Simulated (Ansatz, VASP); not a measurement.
# Two plane-wave programs on BN

```
CELL_PARAMETERS angstrom
2.49824 0.00000 0.00000
-1.24912 2.16354 0.00000
0.00000 0.00000 6.63570
ATOMIC_POSITIONS crystal
B 0.33333 0.66667 0.25000
B 0.66667 0.33333 0.75000
N 0.33333 0.66667 0.75000
N 0.66667 0.33333 0.25000
```

Alike in both runs: functional PBE; k mesh 12 × 12 × 4; no spin polarisation.

Ansatz relaxed the structure, and its values are those at the end. VASP's run is a single point on that final structure, the one shown.

```csv
,VASP,Ansatz
version,VASP 6.6.1,Ansatz 0.2.0
potentials or method,"VASP PAW PBE potentials, release 64 (B, N)","scalar-relativistic, plane waves, PAW"
plane-wave cutoff (eV),520,420
occupations,"gaussian, width 0.01 eV",fixed
valence electrons in the cell,16,16
```

|  | VASP | Ansatz | Ansatz less VASP |
| --- | --- | --- | --- |
| gap on the k mesh at the Fermi level (eV) | 4.29 | 4.29 | +0.008 |
| least direct gap on the mesh (eV) | 4.66 | 4.66 | +0.003 |
| pressure (GPa) | 5.1 | 5.1 | -0.07 |

Ansatz warned: «stress_scf_threshold_loose».

Caveats: this functional lacks dispersion, which binds the layers, so the pressure and a relaxed spacing across them are unreliable. A k mesh can miss the band edges.
